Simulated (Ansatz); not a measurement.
# Co: which magnetic state does the SCF reach?

Wanted: the lowest electronic state of Co in this cell. One SCF may end in a higher state, so several starts are tried. System: Co, the measured crystal structure (space group Fm-3m, primitive cell doubled); the cell holds 2 atoms. Source: COD entry 9012934; the sample's temperature and pressure aren't taken into account.

The COD cell was measured well above room temperature, so it is larger than a cold one.

Program: Ansatz 0.2.0. Level of theory: DFT PBE, PAW, plane waves, scalar-relativistic. These are calculated values, not measurements.

**1. The system as given**

The structure is cubic, space group Fm-3m (No. 225). Conventional cell: a = 3.586 Å, b = 3.586 Å, c = 3.586 Å, α = 90.00°, β = 90.00°, γ = 90.00°. Around Co (site symmetry m-3m) lie 12 Co at 2.54 Å.

Structure file:

```
Co
1.0
     3.58630    1.79315    1.79315
     1.79315    3.58630    1.79315
     1.79315    1.79315    3.58630
Co
2
Direct
  0.00000 0.00000 0.00000
  0.50000 0.50000 0.50000
```

In tables a label like Co2 counts atoms in the order of input.yaml; a structure file may count by element.

First come: parallel moments, plain SCF; opposed moments +-, plain SCF; no spin polarisation; spin on, no moments given (the program may seed its own), plain SCF. What is tried next depends on their ends.

A plain SCF has the search for lower states switched off and ends at the first converged state. 

Moments by site are taken inside atomic spheres; the rest lies between them.

**2. Parallel moments, plain SCF**

Contents of input.yaml:

```yaml
crystal:
  lattice:
    - [3.5863, 1.79315, 1.79315]
    - [1.79315, 3.5863, 1.79315]
    - [1.79315, 1.79315, 3.5863]
  atoms:
    - { symbol: Co, position: [0.0, 0.0, 0.0], spin: 3.0 }
    - { symbol: Co, position: [0.5, 0.5, 0.5], spin: 3.0 }
magnetization:
  spin_polarized: true
hamiltonian:
  xc: pbe
  pseudopotentials: { kind: paw }
basis:
  ecutwfc: 420
kpoints:
  mp_grid: { grid: [13, 13, 13] }
scf:
  occupations: { method: fermi_dirac, width: 0.1 }
  lower_state_search: "off"
output:
  forces: true
  stress: true
```

Log, cut to the lines that bear on the results:

```text
basis.fft_grid_basis auto: the FFT boxes are laid along the combinations [[1, 0, -1], [0, 1, -1], [0, 0, 1]] of the cell's own vectors, 2.536, 2.536 and 4.392 Å long. The dense box has 18×18×30 points. Along the cell's own vectors, as sized, it would have 30×30×30, 2.78 times as many. [...]
Pseudopotentials: kind: paw
Pseudopotential: Co, paw, valence charge 17, recommended cutoff 420 eV (normal), Co.paw.azcp
Functional definition: PBE
[...]
Crystal: 2 atoms, lattice volume = 23.063 Å³
Basis set: ecut = 420 eV, 457 PW (Γ), FFT grids on a1−a3, a2−a3, a3, exchange–correlation on 36×36×60 points (8 copies of the dense FFT grid, shifted against one another)
Bands: 24, of which v1, the nominal top of the filled ones, is band 17 counted from 1 (16 counted from 0)
Symmetry: 24 space group operations
Space group: Fm-3m (ITA 225), of the structure as read, at distance tolerance 2.8e-5 Å
Magnetic group: BNS 225.116 (UNI 1618), of the structure as read, at distance tolerance 2.8e-5 Å
k-points: 231 of 2197
[...]
Starting moments: Σ|m| = 6 μB on 2 of 2 sites
[...]
SCF iter   1: F=—  HF=-10251.822559 eV  |F-HF|=—  |Δ(HF+E_count)|=         —  Δρ=1.15e-1 (↑1.15e-1 ↓7.65e-2)  dr2=2.61e-1  dr2_m=1.89e0  M=3.899 μB ∫|m|=4.103 μB  β_m=0.30  ethr=7.68e-4  ⟨swp⟩=1.0  Hψ=55537  notcnv=0
[...]
spin-set hold released at iteration 1 (the charge has settled, or the pull on large starting moments outlasts its swing): the magnetisation degrees of freedom join the quasi-Newton model from the next iteration; the mixer history was flushed
[...]
SCF iter   9: F=-10252.271938 eV  HF=-10252.271938 eV  |F-HF|=1.18e-8  |Δ(HF+E_count)|=   1.96e-7  Δρ=1.03e-5 (↑7.65e-6 ↓1.03e-5)  dr2=1.80e-8  dr2_m=2.13e-9  M=3.362 μB ∫|m|=3.682 μB  ethr=2.94e-10  ⟨swp⟩=4.0  Hψ=34550  notcnv=0
[...]
SCF converged after 9 iterations
Magnetization: 3.3620 μB (18.6810 up, 15.3190 down)
Absolute magnetization: 3.6828 μB (∫|ρ↑−ρ↓|, with the PAW one-centre terms)
Spin contamination: 0.0584 ħ² per cell (⟨S²⟩ above its minimum at these occupations)
Per-site moments (μB) at R_I (Å): [(1.753981038807046, 1.0460575328648427), (1.7539810388070447, 1.0460575328648427)]
Free energy (F): -10252.271938 eV
[...]
E sigma→0 (E₀):  -10252.233078 eV
Entropy (-TS):   -0.077720 eV (-38.860 meV/atom)
Fermi energy:    17.485215 eV
[...]
--- Forces (eV/Å), atoms counted from 1 ---
  atom   1  Co     0.00000000     0.00000000     0.00000000
  atom   2  Co    -0.00000000     0.00000000     0.00000000
[...]
--- Stress (GPa, compression-positive) ---
      -10.189407       0.107937       0.107937
        0.107937     -10.189407       0.107937
        0.107937       0.107937     -10.189407
  P = ⅓ Tr σ = -10.1894 GPa (-101.894 kbar)
```

Wall time 6.1 s (2 threads of an x86-64 CPU, shared host); peak memory 0.5 GiB.

The state reached is ferromagnetic, site moments Co1 1.75, Co2 1.75 μB, total 3.36 μB per cell, no gap on the k-mesh.

**3. Opposed moments +-, plain SCF**

input.yaml: that of step 2 with these lines changed.

```diff
@@ -7,3 +7,3 @@
     - { symbol: Co, position: [0.0, 0.0, 0.0], spin: 3.0 }
-    - { symbol: Co, position: [0.5, 0.5, 0.5], spin: 3.0 }
+    - { symbol: Co, position: [0.5, 0.5, 0.5], spin: -3.0 }
 magnetization:
```

Log:

```text
[... 12 lines as in an earlier run ...]
Symmetry: 12 space group operations
Space group: R-3m (ITA 166), of the structure as read, at distance tolerance 2.8e-5 Å
Magnetic group: BNS 166.102 (UNI 1332), of the structure as read, at distance tolerance 2.8e-5 Å
[... 5 lines as in an earlier run ...]
Starting moments: Σ|m| = 6 μB on 2 of 2 sites
Starting magnetic order: antiferromagnet; a translation exchanges its spin sublattices: spin-degenerate at every k-point
[... 2 lines as in an earlier run ...]
spin-down is spin-up translated by (0.5, 0.5, 0.5): one eigenproblem is solved per k-point and the antiferromagnetic symmetry of the starting moments is kept exactly by this SCF (crystal.symmetry.spin_inversion_symmetry: false solves both channels; [...]
iter 1 solved again at ethr=9.42e-4 eV; its pass at ethr=3.10e-3 eV (dr2=3.20e-1 eV) is discarded
SCF iter   1: F=—  HF=-10251.295822 eV  |F-HF|=—  |Δ(HF+E_count)|=         —  Δρ=1.13e-1 (↑1.13e-1 ↓1.13e-1)  dr2=3.20e-1  dr2_m=2.54e0  M=0.000 μB ∫|m|=3.954 μB  β_m=0.30  ethr=9.42e-4  ⟨swp⟩=1.3  Hψ=28112  notcnv=0
Mixer restart at iter 1: flushing history
preconditioner: auto → none  [metal: Δε(μ)=0.007 eV  Ē_g=10.402 eV  σ=0.100 eV  W_gap=0.02  n_scr=8 (ndim 8)  ℏωp=32.8 eV  f_vac=0.000  D(μ)=3.09/eV (n_scr^D=36)  sad-step TF]
[... 1 line as in an earlier run ...]
SCF iter   2: F=—  HF=-10251.460604 eV  |F-HF|=—  |Δ(HF+E_count)|=   1.65e-1  Δρ=8.89e-2 (↑8.89e-2 ↓8.89e-2)  dr2=5.10e-2  dr2_m=1.65e0  M=0.000 μB ∫|m|=3.792 μB  β_m=0.64  ethr=9.41e-4  ⟨swp⟩=2.0  Hψ=6788  notcnv=0
SCF iter   3: F=—  HF=-10252.310853 eV  |F-HF|=—  |Δ(HF+E_count)|=   8.50e-1  Δρ=7.35e-2 (↑7.35e-2 ↓7.35e-2)  dr2=2.25e0  dr2_m=1.94e-1  M=0.000 μB ∫|m|=3.151 μB  β_m=0.48  ethr=1.50e-4  ⟨swp⟩=2.9  Hψ=13406  notcnv=0  defer=72
SCF iter   4: F=—  HF=-10251.835272 eV  |F-HF|=—  |Δ(HF+E_count)|=   4.76e-1  Δρ=1.64e-2 (↑1.64e-2 ↓1.64e-2)  dr2=2.37e-2  dr2_m=4.13e-2  M=0.000 μB ∫|m|=2.885 μB  β_m=0.74  ethr=1.50e-4  ⟨swp⟩=2.9  Hψ=13320  notcnv=0  defer=119
SCF iter   5: F=—  HF=-10251.852675 eV  |F-HF|=—  |Δ(HF+E_count)|=   1.74e-2  Δρ=8.93e-3 (↑8.93e-3 ↓8.93e-3)  dr2=1.97e-2  dr2_m=7.65e-3  M=0.000 μB ∫|m|=2.686 μB  β_m=0.87  ethr=6.98e-5  ⟨swp⟩=2.2  Hψ=9024  notcnv=0  defer=119
SCF iter   6: F=—  HF=-10251.854990 eV  |F-HF|=—  |Δ(HF+E_count)|=   2.31e-3  Δρ=2.74e-3 (↑2.74e-3 ↓2.74e-3)  dr2=1.02e-3  dr2_m=8.39e-4  M=0.000 μB ∫|m|=2.539 μB  β_m=0.80  ethr=5.78e-5  ⟨swp⟩=2.0  Hψ=8717  notcnv=0  defer=119
SCF iter   7: F=—  HF=-10251.855289 eV  |F-HF|=—  |Δ(HF+E_count)|=   2.99e-4  Δρ=1.59e-3 (↑1.59e-3 ↓1.59e-3)  dr2=8.07e-4  dr2_m=1.61e-4  M=0.000 μB ∫|m|=2.501 μB  β_m=0.90  ethr=3.01e-6  ⟨swp⟩=2.6  Hψ=9019  notcnv=0  defer=119
SCF iter   8: F=—  HF=-10251.855470 eV  |F-HF|=—  |Δ(HF+E_count)|=   1.82e-4  Δρ=5.54e-4 (↑5.54e-4 ↓5.54e-4)  dr2=1.32e-4  dr2_m=5.59e-6  M=0.000 μB ∫|m|=2.465 μB  β_m=0.92  ethr=2.37e-6  ⟨swp⟩=2.0  Hψ=7596  notcnv=0  defer=119
SCF iter   9: F=—  HF=-10251.855466 eV  |F-HF|=—  |Δ(HF+E_count)|=   4.44e-6  Δρ=2.63e-4 (↑2.63e-4 ↓2.63e-4)  dr2=2.45e-5  dr2_m=3.40e-6  M=0.000 μB ∫|m|=2.462 μB  β_m=0.96  ethr=3.88e-7  ⟨swp⟩=1.0  Hψ=5445  notcnv=0  defer=119
SCF iter  10: F=—  HF=-10251.855453 eV  |F-HF|=—  |Δ(HF+E_count)|=   1.27e-5  Δρ=4.61e-5 (↑4.61e-5 ↓4.61e-5)  dr2=8.99e-8  dr2_m=3.42e-7  M=0.000 μB ∫|m|=2.461 μB  β_m=0.98  ethr=7.22e-8  ⟨swp⟩=2.2  Hψ=7755  notcnv=0  defer=119
iter 11 did not close the SCF: its close was put off for a magnetic moment that had not settled (scf_convergence_deferred on its scf_iter line)
SCF iter  11: F=-10251.855454 eV  HF=-10251.855454 eV  |F-HF|=2.16e-8  |Δ(HF+E_count)|=   9.90e-7  Δρ=2.12e-5 (↑2.12e-5 ↓2.12e-5)  dr2=9.54e-8  dr2_m=3.46e-8  M=0.000 μB ∫|m|=2.463 μB  β_m=0.99  ethr=2.64e-10  ⟨swp⟩=4.0  Hψ=18435  notcnv=0
SCF iter  12: F=-10251.855454 eV  HF=-10251.855454 eV  |F-HF|=3.11e-9  |Δ(HF+E_count)|=   1.40e-7  Δρ=6.71e-6 (↑6.71e-6 ↓6.71e-6)  dr2=8.01e-9  dr2_m=6.82e-9  M=0.000 μB ∫|m|=2.463 μB  ethr=2.64e-10  ⟨swp⟩=2.0  Hψ=18227  notcnv=0
SCF 1 converged in 12 iterations: F = -10251.855454 eV  dr2 = 8.01e-9
SCF converged after 12 iterations
Magnetization: 0.0000 μB (17.0000 up, 17.0000 down)
Absolute magnetization: 2.4626 μB (∫|ρ↑−ρ↓|, with the PAW one-centre terms)
Spin contamination: 0.8508 ħ² per cell (⟨S²⟩ above its minimum at these occupations)
Per-site moments (μB) at R_I (Å): [(1.2039589999008264, 1.0460575328648427), (-1.2039589999008264, 1.0460575328648427)]
Free energy (F): -10251.855454 eV
Harris-Foulkes:  -10251.855454 eV  (|F-HF|=3.11e-9)
Internal energy: -10251.705288 eV  (E = F + TS)
E sigma→0 (E₀):  -10251.780371 eV
Entropy (-TS):   -0.150166 eV (-75.083 meV/atom)
Fermi energy:    17.329040 eV
--- Per-component energies (eV) ---
  E_band       = -530.756809
  E_kinetic    = 903.832946
  E_local      = -5836.049298  (includes V_loc(G=0)·N_el)
  E_nonlocal   = 907.762822
  E_hartree    = 2438.683794
  E_xc         = -316.674397
  E_vxc        = -408.555310  (∫ρ·V_xc dr)
  E_paw        = -3029.044868  (= ΣΔE_a)
  E_vpaw       = -975.124471  (= ΣTr[D̂ρ^β])
  E_aug_tail   = 0.000163  (compensation charges beyond the density's cutoff)
  E_ewald      = -5320.216451
  E_smearing   = -0.150166  (= −TS)
  E_closure    = -0.000000  (closes the sum)
  Σ components = -10251.855454   (vs F -10251.855454, Δ=0.00e0)
--- Forces (eV/Å), atoms counted from 1 ---
  atom   1  Co     0.00000000     0.00000000     0.00000000
  atom   2  Co    -0.00000000    -0.00000000     0.00000000
  max |Σ_I F_I| component: 1.68e-28 eV/Å
--- Stress (GPa, compression-positive) ---
      -14.504967       1.677505       1.677505
        1.677505     -14.504967       1.677505
        1.677505       1.677505     -14.504967
  P = ⅓ Tr σ = -14.5050 GPa (-145.050 kbar)
```

Run time: 4.5 s. Hardware: 2 threads of an x86-64 CPU, shared host; peak memory 0.48 GiB.

End: antiferromagnetic (magnetic neighbours of Co1 with a moment over 0.3 of its own that point the other way: 6 of 12 at 2.54 Å, 6 of 6 at 3.59 Å), site moments Co1 1.20, Co2 -1.20 μB, total 0.00 μB per cell, no gap on the k-mesh. It lies 208 meV/atom above the lowest state so far (step 2).

**4. No spin polarisation**

input.yaml: that of step 3 with these lines changed.

```diff
@@ -6,6 +6,4 @@
   atoms:
-    - { symbol: Co, position: [0.0, 0.0, 0.0], spin: 3.0 }
-    - { symbol: Co, position: [0.5, 0.5, 0.5], spin: -3.0 }
-magnetization:
-  spin_polarized: true
+    - { symbol: Co, position: [0.0, 0.0, 0.0] }
+    - { symbol: Co, position: [0.5, 0.5, 0.5] }
 hamiltonian:
```

Log, cut to the lines that bear on the results:

```text
[... 11 lines as in an earlier run ...]
Bands: 21, of which v1, the nominal top of the filled ones, is band 17 counted from 1 (16 counted from 0)
[... 6 lines as in an earlier run ...]
[...]
[... 2 lines as in an earlier run ...]
SCF iter   1: F=—  HF=-10251.807623 eV  |F-HF|=—  |Δ(HF+E_count)|=         —  Δρ=1.77e-3  dr2=9.62e-5  ethr=1.77e-3  ⟨swp⟩=4.2  Hψ=17726  notcnv=0
[...]
SCF iter   6: F=-10251.808561 eV  HF=-10251.808561 eV  |F-HF|=8.60e-10  |Δ(HF+E_count)|=   3.46e-9  Δρ=5.46e-6  dr2=1.97e-9  ethr=6.11e-11  ⟨swp⟩=1.9  Hψ=15128  notcnv=0
[...]
SCF converged after 6 iterations
Free energy (F): -10251.808561 eV
[...]
E sigma→0 (E₀):  -10251.720668 eV
Entropy (-TS):   -0.175785 eV (-87.892 meV/atom)
Fermi energy:    17.179952 eV
[...]
--- Forces (eV/Å), atoms counted from 1 ---
  atom   1  Co     0.00000000     0.00000000    -0.00000000
  atom   2  Co     0.00000000     0.00000000     0.00000000
[...]
--- Stress (GPa, compression-positive) ---
      -21.227383       0.034306       0.034306
        0.034306     -21.227383       0.034306
        0.034306       0.034306     -21.227383
  P = ⅓ Tr σ = -21.2274 GPa (-212.274 kbar)
```

Wall time 2.3 s (2 threads of an x86-64 CPU, shared host); peak memory 0.43 GiB.

The state reached is non-magnetic (no spin polarisation), no gap on the k-mesh. It lies 232 meV/atom above the lowest state so far (step 2).

[end of part 1 of 2]
